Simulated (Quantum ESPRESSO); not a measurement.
Runs of Quantum ESPRESSO 7.5 on PtS2. It takes space group P-3m1 (No. 164, trigonal). The conventional cell has a = 3.543 Å, b = 3.543 Å, c = 5.039 Å, α = 90.00°, β = 90.00°, γ = 120.00°. Around Pt (site symmetry -3m) lie 6 S at 2.34 Å. S (site symmetry 3m) has 3 Pt at 2.34 Å as nearest neighbours. 

| task | level | potentials or basis | U | cell | k mesh | cutoff (eV) | smearing | form of the LDA correlation | mixing beta | SCF threshold | k mesh for the Wannier functions | start of the occupations | mesh quality | gap on the mesh (eV) | pressure (GPa) | largest force (eV/Å) |
| --- | --- | --- | --- | --- | --- | --- | --- | --- | --- | --- | --- | --- | --- | --- | --- | --- |
| Wannier functions | LDA | JTH 2.0 LDA | - | as given | 7 × 7 × 4 | 490 | fermi-dirac 0.05 eV | PW92 | 0.5 | 6e-10 Ry | 5 × 5 × 3 | - | not flagged | 0.70 | (c) | 0.88 |
| phonons | PBE | JTH 2.0 PBE | - | relaxed | 6 × 6 × 4, shifted | 490 | fermi-dirac 0.05 eV | - | 0.5 | 6e-10 Ry | - | - | not flagged | - | -0.2 | 0.01 |
| phonons | revPBE | GBRV 1.5 PBE | - | relaxed | 4 × 4 × 2, shifted | 612 | fermi-dirac 0.05 eV | - | 0.5 | 6e-10 Ry | - | - | coarse | - | 0.2 | - |
| Hubbard U by linear response | PBEsol+U | GBRV 1.5 PBEsol | Pt d U = 6.0 eV | as given | 6 × 6 × 4 | 612 | fermi-dirac 0.05 eV | - | 0.3 | 6e-10 Ry | - | default | not flagged | 0.82 | 6.7 | 1.06 |
| Hubbard U by linear response | PBEsol+U | GBRV 1.5 PBEsol | Pt d U = 8.0 eV | as given | 6 × 6 × 4 | 612 | fermi-dirac 0.05 eV | - | 0.3 | 6e-10 Ry | - | default | not flagged | 0.74 | (a) | 1.10 |
| phonons | LDA | JTH 2.0 LDA | - | relaxed | 6 × 6 × 4, shifted | 490 | fermi-dirac 0.05 eV | PW92 | 0.5 | 6e-10 Ry | - | - | not flagged | - | 0.0 | - |
| single point | PBE | PseudoDojo 0.5 SR PBE standard | - | as given | 4 × 4 × 2 | 1225 | fermi-dirac 0.05 eV | - | 0.5 | 6e-10 Ry | - | - | coarse | 1.17 | 11.3 | (d) |
| band structure | r2SCAN | SG15 PBE 1.2 | - | as given | 7 × 7 × 4 | 952 | fermi-dirac 0.05 eV | - | 0.5 | 1e-08 Ry | - | - | not flagged | 1.03 | 9.3 | 1.24 |
| dielectric tensor | PBE | GBRV 1.5 PBE | - | as given | 8 × 8 × 4, shifted | 612 | fermi-dirac 0.05 eV | - | 0.5 | 6e-10 Ry | - | - | not flagged | - | 11.3 | 1.25 |
| phonons | LDA | PseudoDojo 0.4.1 SR LDA standard | - | relaxed | 4 × 4 × 2, shifted | 1034 | fermi-dirac 0.05 eV | PW92 | 0.5 | 6e-10 Ry | - | - | coarse | - | -0.1 | - |
| single point | PBEsol+U | GBRV 1.5 PBEsol | Pt d U = 2 eV | as given | 9 × 9 × 5 | 612 | fermi-dirac 0.05 eV | - | 0.3 | 6e-10 Ry | - | - | not flagged | (b) | 6.2 | 0.98 |

Alike in all rows: no spin polarisation.

Problem. Fill in the values left out.

Solution. (a) 7.1; (b) 0.95; (c) 3.8; (d) 1.34.

Caveats: some runs use coarse meshes; spin-orbit coupling is left out, which moves the levels of the heavy elements (some runs); the layers were relaxed without a dispersion term, so their spacing and the soft interlayer modes are unreliable (some runs); forces of over 1 eV/Å show positions far from the minimum, so gaps and moduli don't describe the material at rest (some runs); the cutoff is low for these files, which shifts pressure and relaxed volume (some runs); this functional lacks dispersion, which binds the layers, so the pressure and a relaxed spacing across them are unreliable, and here the layers came unbound (some runs); the potentials were made for another functional, which shifts forces and pressure (some runs).

A k mesh can miss the band edges, and the runs leave out spin-orbit coupling on Pt.

Not every run made on this cell is shown here.
